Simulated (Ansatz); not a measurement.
Crystal: PbO2.

```
CELL_PARAMETERS angstrom
0.00000 2.77220 2.77220
2.77220 0.00000 2.77220
2.77220 2.77220 0.00000
ATOMIC_POSITIONS crystal
Pb 0.00000 0.00000 0.00000
O 0.75000 0.75000 0.75000
O 0.25000 0.25000 0.25000
```

The cell comes from a database or a generator and needn't be the stable form of this composition.

The cell isn't the ideal one: cell stretched.

```yaml
Program: Ansatz 0.2.0
Task: relaxation of cell and atoms
Functional: revPBE
Potentials_or_basis: all-electron PAW datasets made for the crystal
k_mesh: 9 × 9 × 9
Occupations: cold, width 0.1 eV
Spin: collinear spin, random start
Starting_moments: "[0.21, 0.0, 0.0] μB"
```

At the start: volume 14.20 Å³/atom.

How do energy, volume and symmetry change on relaxing?

Over 5 steps the energy falls by 13.8 meV/atom and the volume is 13.48 Å³/atom (-5.1 %); space group Fm-3m (No. 225, to 0.05 Å); moment 0.00 μB per cell.

The path:
```tsv
step	energy change (eV)	largest force (eV/Å)	volume (Å³)
1	0.0000	0.0772	42.61
2	-0.0381	0.0554	39.89
3	-0.0411	0.0410	40.48
4	-0.0413	0.0005	40.43
5	-0.0413	0.0005	40.43
```

Final structure:
```yaml
crystal:
  lattice:
    - [-0.00036, 2.72243, 2.72237]
    - [2.72394, -0.00194, 2.72395]
    - [2.72391, 2.72398, -0.00191]
  atoms:
    - { symbol: Pb, position: [0.00087, 0.99982, 0.99999] }
    - { symbol: O, position: [0.75091, 0.74979, 0.74999] }
    - { symbol: O, position: [0.25088, 0.24983, 0.25002] }
```

Caveat: the starting moments weren't kept.
